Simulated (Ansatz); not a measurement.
## TiC: moving Ti off its site

TiC, Fm-3m, a = 4.328 Å (as given, not relaxed at this level: 0.0 GPa). Ansatz: r2SCAN, PAW, 500 eV, Γ-centred 18×18×18 mesh on 2 atoms, Gaussian smearing 0.15 eV; no spin polarisation.

```yaml
crystal:
  lattice:
    - [0.00000, 2.16400, 2.16400]
    - [2.16400, 0.00000, 2.16400]
    - [2.16400, 2.16400, 0.00000]
  atoms:
    - { symbol: Ti, position: [0.00000, 0.00000, 0.00000] }
    - { symbol: C, position: [0.50000, 0.50000, 0.50000] }
```

Atom 1 (Ti) moves by x along the unit vector (0.000, 0.000, -1.000), with its periodic images; all else is held. y is the free energy of the cell over the start, F the force along the path summed over the moved atoms. Symmetry makes y even in x.

```tsv
x (Å)	y (meV)	F (eV/Å)
-0.3000	?	?
-0.1500	99.8	1.34
0.0000	0.0	0.00
0.0375	6.4	-0.34
0.0750	25.6	-0.67
0.1125	56.5	-0.98
0.1875	157.8	-1.77
0.2250	233.1	-2.26
0.2625	327.8	-2.81
```

Question: Fit y = c2 x² + c4 x⁴ to the energies of the other rows, give the force constant, and predict energy and force of the missing row.

Answer: Least squares on the rows shown. y = 4266.8 x² + 6992.9 x⁴. The force constant is 2 c2 = 8.53 eV/Å² (for all images moving together, not for a lone atom). With two atoms in a cubic cell this is the optical mode at Γ (in a metal it hangs on mesh and smearing): ω = 521.5 √(2 c2/μ) = 492 cm⁻¹ for μ = 9.60 u. The force −dy/dx at the missing row is 3.32 eV/Å (computed 3.43). With a term in x⁶ added, the coefficient of x² becomes 4441, 4 % more, which shows how far this figure hangs on the form. At x = -0.3000 the fit asked for gives 440.7 meV. The run gave 444.5 meV, so the fit is 3.8 meV too low, a small miss on the scale of the series.

Cost: 9 runs of about 6.6 core-minutes in all, on Intel Xeon Processor @ 2.50GHz (Skylake/Cascade Lake) (shared hosts).

The energy rises at every displacement computed, so Ti is held at the octahedral site against this motion, with no sign of off-centring. The stiffness fits the bonding in TiC, where filled Ti 3d–C 2p bonding states favour the centred site. Moving Ti along a cube axis shortens one Ti–C contact and stretches the opposite one, and the steep rise at large displacement probably reflects closed-shell-like repulsion at the short contact outweighing what bonding is gained there.

The hardening is not uniform, however. The restoring force per unit displacement first falls slightly and then climbs, which a quadratic with a single positive quartic term cannot reproduce. The fit therefore trades curvature at the origin for agreement further out, and it lies below the computed energies at the smallest displacements. This suggests that 492 cm⁻¹ somewhat underestimates the harmonic frequency of this model. The initial softening may come from a redistribution of states near the Fermi level, but the energies alone cannot establish that.
